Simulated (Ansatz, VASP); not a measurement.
This is a calculation of Ge (Germanium) for Ansatz 0.2.0. 

input.yaml

```yaml
crystal:
  lattice:
    - [0.0, 2.82891, 2.82891]
    - [2.82891, 0.0, 2.82891]
    - [2.82891, 2.82891, 0.0]
  atoms:
    - { symbol: Ge, position: [0.75, 0.75, 0.75] }
    - { symbol: Ge, position: [0.5, 0.5, 0.5] }
kpoints:
  mp_grid: { grid: [8, 8, 8] }
scf:
  occupations: { method: gaussian, width: 0.028 }
hamiltonian:
  xc: pbe
  pseudopotentials: { kind: all_electron, lapw: { basis_error: 0.001 } }
output:
  forces: true
  stress: true
  eigenvalues: true
```

Potentials or basis: all-electron LAPW, scalar-relativistic.

Launch:

```console
$ ansatz run input.yaml --threads 1 --pin off --max-ram 3072MiB --backend cpu --events-out ev --progress --plain --runs-dir out
```

Task: Set up the same calculation for VASP 6.6.1. Potentials or basis there: PBE PAW files Ge_d, 520 eV.

Result: As run (cutoffs and basis follow the program's own potentials, and thresholds, step limits or extra output files can differ):

The input INCAR:

```
SYSTEM = Ge
PREC = Accurate ; ENCUT = 520
EDIFF = 1E-7 ; ISMEAR = 0
SIGMA = 0.028000000000000004 ; LREAL = .FALSE.
LASPH = .TRUE. ; NELM = 80
ALGO = Normal ; ISIF = 2
LWAVE = .FALSE. ; LCHARG = .TRUE.
GGA = PE ; LELF = .TRUE.
LVHAR = .TRUE. ; NBANDS = 21
```

Contents of KPOINTS:

```
Automatic mesh
0
G
  8 8 8
  0 0 0
```

File POSCAR:

```
Ge
1.0
    0.0000000000      2.8289100000      2.8289100000
    2.8289100000      0.0000000000      2.8289100000
    2.8289100000      2.8289100000      0.0000000000
Ge
2
Direct
    0.7500000000      0.7500000000      0.7500000000
    0.5000000000      0.5000000000      0.5000000000
```

Potentials or basis: VASP PAW PBE potentials, release 64 (Ge_d).

Run with:

```console
$ cat potpaw_PBE.64/Ge_d/POTCAR > POTCAR
$ mpirun -np 1 vasp_std > vasp.out
```

Both were run:

|  | Ansatz | VASP |
| --- | --- | --- |
| Pressure | 3.6 GPa | 3.5 GPa |

Where Ansatz's input types no cutoff or centring, it takes its own default and a Γ-centred mesh.

Pressure is positive in compression.
